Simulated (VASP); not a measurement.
Wanted: the native input for a VASP 6.6.1 run.

| Item | Value |
| --- | --- |
| Task | single point |
| Functional | PBEsol |
| Potentials or basis | VASP PAW PBE potentials, release 64 (Mg, S) |
| Cutoff | 520 eV |
| k mesh | 8 × 8 × 8 |
| Occupations | gaussian, width 0.02 eV |
| Spin | no spin polarisation |
| Dipole correction | no |
| Further INCAR settings | ALGO = Normal; EDIFF = 1e-06; NBANDS = 11 |

The structure of MgS lies in POSCAR:

```
MgS
1.0
    0.0000000000      2.9802382849      2.9802382849
    2.9802382849      0.0000000000      2.9802382849
    2.9802382849      2.9802382849      0.0000000000
Mg S
1 1
Direct
    0.0000000000      0.0000000000      0.0000000000
    0.2500000000      0.2500000000      0.2500000000
```

The cell comes from a database or a generator and needn't be the stable form of this composition.

The cell isn't the ideal one: Se replaced by S, lengths x 0.966, strained and moved within the space group.

These files were run (other wordings do the same):

INCAR

```
SYSTEM = MgS
PREC = Accurate
ENCUT = 520
EDIFF = 1E-6
ISMEAR = 0
SIGMA = 0.02
LREAL = .False.
LASPH = .True.
NELM = 80
ALGO = Normal
ISIF = 2
LWAVE = .False.
LCHARG = .False.
GGA = PS
NBANDS = 11
```

KPOINTS

```
regular mesh
0
Gamma
  8 8 8
  0 0 0
```

Potentials or basis: VASP PAW PBE potentials, release 64 (Mg, S).

The run is started by

```bash
$ cat potpaw_PBE.64/Mg/POTCAR potpaw_PBE.64/S/POTCAR > POTCAR
$ mpirun -np 1 vasp_std > vasp.out
```

Results of the run:

* Pressure: -6.8 GPa
* Band gap on the k mesh: 2.60 eV, direct

Caveat: the PAW data sets were made with another functional, which shifts forces and pressure a little.

Run time: 6.4 s on 1 thread of Intel(R) Xeon(R) 6975P-C (Granite Rapids), on a shared host, peak memory 0.17 GiB.
